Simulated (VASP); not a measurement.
## Te2Mo (strained database structure), PBE single-point calculation: VASP's output and Ansatz's

POSCAR

```
Te Mo
 1.0000000000000000
     3.5552370845268335    0.0000000000288675    0.0000000000000000
    -1.7776185422884168    3.0789256316623277    0.0000000000000000
     0.0000000000000000    0.0000000000000000   14.2287277741999993
 Te  Mo
   4   2
Cartesian
 -0.0000000000166666  2.0526170877845074  1.7666204523808728
  1.7776185422550832  1.0263085439066872  8.8809540364425885
  1.7776185422550832  1.0263085439066872 12.4621073218191256
 -0.0000000000166666  2.0526170877845074  5.3477737377574108
 -0.0000000000166666  2.0526170877845074 10.6715301074910975
  1.7776185422550832  1.0263085439066872  3.5571976667089005
```

VASP ran with the recommended PBE PAW datasets (52 valence electrons in the cell).

From OUTCAR

```
k-points           NKPTS =     38   k-points in BZ     NKDIM =     38   number of bands    NBANDS=     35

   NELECT =      52.0000    total number of electrons

   dimension x,y,z NGX =    28 NGY =   28 NGZ =  108
   dimension x,y,z NGXF=    56 NGYF=   56 NGZF=  216

  energy-cutoff  :      520.00
  volume of cell :      155.75
      direct lattice vectors                 reciprocal lattice vectors
     3.555237085  0.000000000  0.000000000     0.281275194  0.162394309  0.000000000
    -1.777618542  3.078925632  0.000000000    -0.000000000  0.324788618  0.000000000
     0.000000000  0.000000000 14.228727774     0.000000000  0.000000000  0.070280352

 k-points in reciprocal lattice and weights: KPOINTS created by Atomic Simulation Env
   0.00000000  0.00000000  0.00000000       0.003
   0.08333333 -0.00000000  0.00000000       0.021
   0.16666667 -0.00000000  0.00000000       0.021
   0.25000000  0.00000000  0.00000000       0.021
   0.33333333 -0.00000000  0.00000000       0.021
   0.41666667 -0.00000000  0.00000000       0.021
   0.50000000  0.00000000  0.00000000       0.010
   0.08333333  0.08333333  0.00000000       0.021
   ...

 E-fermi :   8.0460

 k-point     1 :       0.0000    0.0000    0.0000
  band No.  band energies     occupation
      1     -53.1909      2.00000
      2     -53.1908      2.00000
      3     -27.3374      2.00000
      4     -27.3373      2.00000
      5     -27.2428      2.00000
      6     -27.2428      2.00000
      7     -27.2428      2.00000
      8     -27.2427      2.00000
      9      -5.2262      2.00000
     10      -4.9884      2.00000
     11      -4.3224      2.00000
     12      -3.9397      2.00000
     13       1.9628      2.00000
     14       3.0510      2.00000
     15       4.7954      2.00000
     16       5.7625      2.00000
     17       5.7625      2.00000
     18       5.7745      2.00000
     19       5.7745      2.00000
     20       6.5487      2.00000
     21       6.5487      2.00000
     22       6.5757      2.00000
     23       6.5757      2.00000
     24       6.7239      2.00000
     25       7.2340      2.00000
     26       7.6490      2.00000
     27      10.4750      0.00000
     28      10.4750      0.00000
     29      10.5729      0.00000
     30      10.5729      0.00000
     31      10.7224      0.00000
     32      10.7224      0.00000
     33      10.9160      0.00000
     34      10.9160      0.00000
     35      13.1197      0.00000

 k-point     2 :       0.0833   -0.0000    0.0000
  band No.  band energies     occupation
      1     -53.1903      2.00000
      2     -53.1902      2.00000
      3     -27.3356      2.00000
      4     -27.3356      2.00000
      5     -27.2507      2.00000
      6     -27.2506      2.00000
      7     -27.2446      2.00000
      8     -27.2446      2.00000
      9      -5.1319      2.00000
     10      -4.8952      2.00000
     11      -4.2544      2.00000
     12      -3.8790      2.00000
     13       2.0680      2.00000
     14       3.1511      2.00000
     15       4.7303      2.00000
     16       5.5473      2.00000
     17       5.5673      2.00000
     18       5.8375      2.00000
     19       5.8545      2.00000
     20       6.1876      2.00000
     21       6.4193      2.00000
     22       6.4520      2.00000
     23       6.5691      2.00000
     24       6.7436      2.00000
     25       7.4347      2.00000
     26       7.5536      2.00000
     27      10.1322      0.00000
     28      10.2010      0.00000
     29      10.2962      0.00000
     30      10.3760      0.00000
     31      10.5009      0.00000
     32      10.5341      0.00000
     33      10.6856      0.00000
     34      10.7272      0.00000
     35      13.5686      0.00000

 ...

  Total        0.8533014      0.8533014      2.5047604     -0.0000000     -0.0000000     -0.0000000
  in kB        8.7776695      8.7776695     25.7657590     -0.0000000     -0.0000000     -0.0000000
  external PRESSURE =      14.4403660 kB  Pullay stress =       0.0000000 kB

 POSITION                                       TOTAL-FORCE (eV/Angst)
 -----------------------------------------------------------------------------------
     -0.00000      2.05262      1.76662         0.000000      0.000000     -0.209488
      1.77762      1.02631      8.88095        -0.000000     -0.000000     -0.209488
      1.77762      1.02631     12.46211        -0.000000     -0.000000      0.209488
     -0.00000      2.05262      5.34777        -0.000000      0.000000      0.209488
     -0.00000      2.05262     10.67153         0.000000      0.000000      0.000000
      1.77762      1.02631      3.55720        -0.000000     -0.000000     -0.000000
 -----------------------------------------------------------------------------------
    total drift:                               -0.019671      0.011357     -0.028797

  FREE ENERGIE OF THE ION-ELECTRON SYSTEM (eV)
  ---------------------------------------------------
  free  energy   TOTEN  =       -36.0386968697 eV

  energy  without entropy=      -36.0386968697  energy(sigma->0) =      -36.03869687
```

Datasets and cutoffs are each program's own. VASP's cell holds 52 valence electrons and Ansatz's 92. Ansatz's stress includes a Pulay correction; VASP's doesn't.

Task: What does Ansatz give for the same cell and level of theory?

Result: gap between bands v and c 0.78 eV; least direct gap 0.98 eV; pressure 1.4 GPa; largest force 0.19 eV/Å.

Ansatz printed

```
SCF 1 converged in 7 iterations: F = -37833.447094 eV  dr2 = 5.71e-8
  greatest PAW one-centre occupation: 0.998 electrons in one spin orbital (limit 2), on the Mo atom at site 5 (counted from 0), in its partial waves of l = 0
NSCF: frozen V_eff on 7 k-points
SCF converged after 7 iterations
Free energy (F): -37833.447094 eV
Harris-Foulkes:  -37833.447094 eV  (|F-HF|=4.65e-8)
Internal energy: -37833.447094 eV  (E = F + TS)
E sigma→0 (E₀):  -37833.447094 eV
Fermi energy:    12.195616 eV
--- Per-component energies (eV) ---
  E_band       = -1203.023386
  E_kinetic    = 1607.585424
  E_local      = -7860.573529  (includes V_loc(G=0)·N_el)
  E_nonlocal   = -952.679471
  E_hartree    = 4344.496814
  E_xc         = -865.065931
  E_vxc        = -875.969352  (∫ρ·V_xc dr)
  E_paw        = -25053.903190  (= ΣΔE_a)
  E_vpaw       = -1810.384445  (= ΣTr[D̂ρ^β])
  E_aug_tail   = -0.000630  (compensation charges beyond the density's cutoff)
  E_ewald      = -9053.306581
  E_smearing   = -0.000000  (= −TS)
  E_closure    = -0.000000  (closes the sum)
  Σ components = -37833.447094   (vs F -37833.447094, Δ=0.00e0)
--- Forces (eV/Å), atoms counted from 1 ---
  atom   1  Te     0.00000000    -0.00000000    -0.19444462
  atom   2  Te    -0.00000000     0.00000000    -0.19444462
  atom   3  Te    -0.00000000     0.00000000     0.19444462
  atom   4  Te     0.00000000    -0.00000000     0.19444462
  atom   5  Mo     0.00000000    -0.00000000    -0.00000000
  atom   6  Mo    -0.00000000     0.00000000     0.00000000
  max |Σ_I F_I| component: 2.78e-17 eV/Å
--- Stress (GPa, compression-positive) ---
        0.893975      -0.000000      -0.000000
       -0.000000       0.893975      -0.000000
       -0.000000      -0.000000       2.502150
  P = ⅓ Tr σ = 1.4300 GPa (14.300 kbar)
--- Band table (eV; the first three rows and the last of 38) ---
  k-point 0: bands = ["-49.0276", "-49.0276", "-24.8740", "-24.8740", "-24.8738", "-24.8738", "-24.8622", "-24.8622", "-24.8621", "-24.8621", "-24.8089", "-24.8089", "-24.8080", "-24.8080", "-24.7979", "-24.7979", "-24.7971", "-24.7971", "-24.7864", "-24.7854", "-24.7767", "-24.7757", "-23.1709", "-23.1708", "-23.0520", "-23.0520", "-23.0520", "-23.0520", "-1.0657", "-0.8253", "-0.1701", "0.2156", "6.1231", "7.2130", "8.9537", "9.9326", "9.9326", "9.9447", "9.9447", "10.7158", "10.7158", "10.7431", "10.7431", "10.8869", "11.3873", "11.8056", "14.6320", "14.6320", "14.7308", "14.7308", "14.8749"]
  k-point 1: bands = ["-49.0276", "-49.0276", "-24.8739", "-24.8739", "-24.8739", "-24.8739", "-24.8622", "-24.8622", "-24.8622", "-24.8622", "-24.8085", "-24.8085", "-24.8085", "-24.8085", "-24.7974", "-24.7974", "-24.7974", "-24.7974", "-24.7859", "-24.7859", "-24.7762", "-24.7762", "-23.1709", "-23.1709", "-23.0520", "-23.0520", "-23.0520", "-23.0520", "-0.9668", "-0.9668", "0.0418", "0.0418", "6.5582", "6.5582", "9.9014", "9.9014", "9.9386", "9.9386", "9.9386", "9.9386", "10.7295", "10.7295", "10.7295", "10.7295", "11.7076", "11.7076", "14.6647", "14.6647", "14.6647", "14.6647", "14.9882"]
  k-point 2: bands = ["-49.0270", "-49.0270", "-24.8733", "-24.8731", "-24.8726", "-24.8724", "-24.8633", "-24.8631", "-24.8610", "-24.8609", "-24.8095", "-24.8091", "-24.8086", "-24.8083", "-24.7996", "-24.7989", "-24.7980", "-24.7972", "-24.7858", "-24.7849", "-24.7760", "-24.7750", "-23.1665", "-23.1665", "-23.0607", "-23.0607", "-23.0536", "-23.0536", "-0.9715", "-0.7322", "-0.1020", "0.2763", "6.2282", "7.3130", "8.8898", "9.7171", "9.7374", "10.0074", "10.0245", "10.3537", "10.5865", "10.6194", "10.7345", "10.9066", "11.5868", "11.7102", "14.2918", "14.3597", "14.4509", "14.5313", "14.6546"]
  k-point 37: bands = ["-49.0187", "-49.0187", "-24.8775", "-24.8775", "-24.8572", "-24.8572", "-24.8515", "-24.8515", "-24.8511", "-24.8511", "-24.8272", "-24.8272", "-24.8150", "-24.8150", "-24.8027", "-24.8027", "-24.8025", "-24.8025", "-24.7796", "-24.7796", "-24.7650", "-24.7650", "-23.1583", "-23.1583", "-23.1159", "-23.1159", "-23.0988", "-23.0988", "1.2725", "1.2725", "1.5219", "1.5219", "7.1383", "7.1383", "7.2769", "7.2769", "7.8668", "7.8668", "8.3363", "8.3363", "9.0475", "9.0475", "9.8971", "9.8971", "11.6066", "11.6066", "12.6950", "12.6950", "13.5101", "13.5101", "14.1276"]
```
